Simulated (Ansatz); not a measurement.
Stiffness of NaF from strained cells

```yaml
crystal:
  lattice:
    - [0.00000, 2.32330, 2.32330]
    - [2.32330, 0.00000, 2.32330]
    - [2.32330, 2.32330, 0.00000]
  atoms:
    - { symbol: Na, position: [0.00000, 0.00000, 0.00000] }
    - { symbol: F, position: [0.50000, 0.50000, 0.50000] }
```

Atom numbers follow the list: Na1, F2.

The geometry is COD entry 9007459, unchecked; take it as a test cell.

All numbers below come from DFT, LDA, all-electron LAPW, scalar-relativistic in Ansatz 0.2.0.

Settings: a Γ-centred 10×10×10 k mesh, Fermi–Dirac smearing of 0.02 eV, basis error target 0.5 meV/atom, no spin polarisation.

The unstrained cell is at -4.61 GPa. Large strains and very small stresses are left out. Each strain is applied once, with fractional coordinates held (clamped ions), and σ below is the change of stress, positive in tension. One finite strain gives stress–strain coefficients at this pressure with an error of the order of the strain times third-order constants, a few per cent for each per cent of strain.

Problem. With equal xy, yz and zx engineering shear strains of -1 %, the run gives σxy = -0.28 GPa and γxy = 2εxy = -0.0100. Which stiffness follows?

Solution. C44 (clamped ions) = σxy/γxy = 28 GPa.

Problem. With equal xy, yz and zx engineering shear strains of +1 %, the run gives σxy = 0.29 GPa and γxy = 2εxy = 0.0100. Which stiffness follows?

Solution. C44 (clamped ions) = σxy/γxy = 29 GPa.

Problem. The two estimates of C44 (clamped ions) differ. Why, and which value is best?

Solution. Finite strains add third-order terms, which change sign with the strain; interpolating the two linearly to zero strain gives 29 GPa, the better value.
